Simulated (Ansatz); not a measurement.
This is a one-shot G0W0 calculation with the PAW code Ansatz on Si (Fd-3m) from a database of computed structures; the level of theory is G0W0@PBE with 65 empty bands, a screening cutoff of 80 eV and a 6×6×6 mesh. Cell and atoms come from a relaxation with r2SCAN.

The input:
```yaml
crystal:
  lattice:
    - [0.0, 2.7221197378, 2.7221197378]
    - [2.7221197378, 0.0, 2.7221197378]
    - [2.7221197378, 2.7221197378, 0.0]
  atoms:
    - { symbol: Si, position: [0.25, 0.25, 0.25] }
    - { symbol: Si, position: [0.0, 0.0, 0.0] }
kpoints:
  mp_grid: { grid: [6, 6, 6] }
hamiltonian:
  xc: pbe
scf:
  occupations: { method: fixed }
gw:
  n_empty_bands: 65
  ecut_chi: 80
  qp_bands: [v2, c2]
  qp_kpoints: band_edges
  screening: { model: contour_deformation }
```

Command: `ansatz run input.yaml --threads 4 --pin off --max-ram 5529MiB --backend cpu --events-out ev --progress --plain --runs-dir out`.

Question: It took 3.7 s on 4 threads of Intel(R) Xeon(R) 6975P-C (Granite Rapids) (shared host), load about 0.5 per core. What peak of host memory did it reach?

Answer: About 0.34 GiB.

Abridged output:
```
Functional definition: PBE
  parameter kappa = 0.804
  parameter beta = 0.06672455060314922
  exchange = pbe_x(kappa = kappa, mu = beta*pi^2/3)
  correlation = pbe_c(beta = beta)
Crystal: 2 atoms, lattice volume = 40.341 Å³
Basis set: ecut = 420 eV, 749 PW (Γ)
Bands: 8, of which v1, the nominal top of the filled ones, is band 4 counted from 1 (3 counted from 0)
Symmetry: 48 space group operations
Space group: Fd-3m (ITA 227)
k-points: 16 of 216
SCF 1 converged in 6 iterations: F = -1271.594190 eV  dr2 = 9.39e-13
SCF converged after 6 iterations
Free energy (F): -1271.594190 eV
Fermi energy:    6.159341 eV
--- Band table (eV; the first three rows and the last of 16) ---
  k-point 0: bands = [-5.7525, 6.1593, 6.1593, 6.1593, 8.7138, 8.7138, 8.7138, 9.4381]
  k-point 1: bands = [-5.3936, 3.7834, 5.7116, 5.7116, 8.4823, 9.3574, 9.3574, 11.5464]
  k-point 2: bands = [-4.3851, 0.8464, 5.1640, 5.1640, 7.8928, 9.6591, 9.6591, 13.9920]
  k-point 15: bands = [-1.5171, -1.5171, 2.5429, 2.5429, 8.9050, 8.9050, 12.8904, 12.8904]
--- G₀W₀: contour deformation, 7 samples at zero and on the imaginary axis and 1 off it, 216 q-points, 65 empty bands' worth ---
    ik  band        ε_KS         Σx   Σc(E_QP)       V_xc       Z   E_QP_lin       E_QP  E_QP is
     0     3      6.1593   -14.5700     1.0475   -13.2539  0.7622     5.8901     5.8907  root
     0     4      6.1593   -14.5700     1.0475   -13.2539  0.7622     5.8901     5.8907  root
     0     5      8.7138    -7.0949    -4.0966   -11.4725  0.7576     8.9958     8.9948  root
     0     6      8.7138    -7.0949    -4.0966   -11.4725  0.7576     8.9958     8.9948  root
     1     3      5.7116   -14.4529     1.1467   -13.0255  0.7592     5.4301     5.4308  root
     1     4      5.7116   -14.4529     1.1467   -13.0255  0.7592     5.4301     5.4308  root
     1     5      8.4823    -7.8452    -4.0621   -12.1944  0.7620     8.7704     8.7694  root
     1     6      9.3574    -7.0831    -4.2981   -11.6698  0.7506     9.6473     9.6460  root
     2     3      5.1640   -14.6743     1.4213   -12.9405  0.7543     4.8504     4.8515  root
     2     4      5.1640   -14.6743     1.4213   -12.9405  0.7543     4.8504     4.8515  root
     2     5      7.8928    -8.0656    -3.8890   -12.2199  0.7675     8.1588     8.1580  root
     2     6      9.6591    -6.2875    -4.4649   -11.0246  0.7510     9.9326     9.9314  root
     3     3      4.9665   -14.8061     1.5351   -12.9456  0.7521     4.6399     4.6411  root
     3     4      4.9665   -14.8061     1.5351   -12.9456  0.7521     4.6399     4.6411  root
     3     5      7.6672    -8.1507    -3.8269   -12.2372  0.7690     7.9275     7.9269  root
     3     6      9.4969    -5.9613    -4.4258   -10.6428  0.7557     9.7536     9.7526  root
     4     3      4.9749   -14.3095     1.3890   -12.6065  0.7532     4.6598     4.6610  root
     4     4      4.9749   -14.3095     1.3890   -12.6065  0.7532     4.6598     4.6610  root
     4     5      7.8618    -6.8527    -3.8247   -10.8734  0.7676     8.0582     8.0578  root
     4     6     10.4248    -6.9980    -4.6989   -11.9828  0.7461    10.7120    10.7107  root
     9     3      3.7580   -14.6909     1.9987   -12.3178  0.7379     3.3811     3.3835  root
     9     4      3.7580   -14.6909     1.9987   -12.3178  0.7379     3.3811     3.3835  root
     9     5      6.8927    -6.5840    -3.5840   -10.2891  0.7753     7.0139     7.0137  root
     9     6      8.1573    -5.5888    -4.0613    -9.7833  0.7723     8.2907     8.2904  root
    10     3      2.5549   -14.3298     2.4152   -11.5205  0.7196     2.1581     2.1608  root
    10     4      3.6221   -14.7773     2.0759   -12.3208  0.7357     3.2389     3.2415  root
    10     5      7.2297    -6.2078    -3.7410   -10.0705  0.7755     7.3514     7.3512  root
    10     6      8.8741    -6.1943    -4.1933   -10.5548  0.7622     9.0417     9.0413  root
    12     3      3.3259   -14.8524     2.2180   -12.2447  0.7306     2.9333     2.9362  root
    12     4      3.3259   -14.8524     2.2180   -12.2447  0.7306     2.9333     2.9362  root
    12     5      6.8796    -6.1226    -3.6642    -9.8877  0.7775     6.9806     6.9804  root
    12     6      6.8796    -6.1226    -3.6642    -9.8877  0.7775     6.9806     6.9804  root
```

The rows of the band table are 0: (0, 0, 0) = Γ, 1: (0, 0, 1/6), 2: (0, 0, 1/3), 15: (1/6, -1/2, -1/3).

The points are ik 0 = (0, 0, 0) (Γ), ik 1 = (0, 0, 1/6), ik 2 = (0, 0, 1/3), ik 3 = (0, 0, -1/2), ik 4 = (0, 1/6, 1/6), ik 9 = (0, 1/3, 1/3), ik 10 = (0, 1/3, -1/2), ik 12 = (0, -1/2, -1/2); band 4 is the last filled one.

Over the mesh points the PBE gap of 0.72 eV becomes a quasiparticle gap of 1.09 eV (Γ to k = (0, -1/2, -1/2)), a change of +0.37 eV. Renormalisation factors Z lie between 0.72 and 0.78. G0W0 values are finite-basis, finite-mesh values.

(Simulation; spin polarisation is off.)

For so narrow a gap this mesh doesn't settle the screening, and the bands and cutoff are finite.
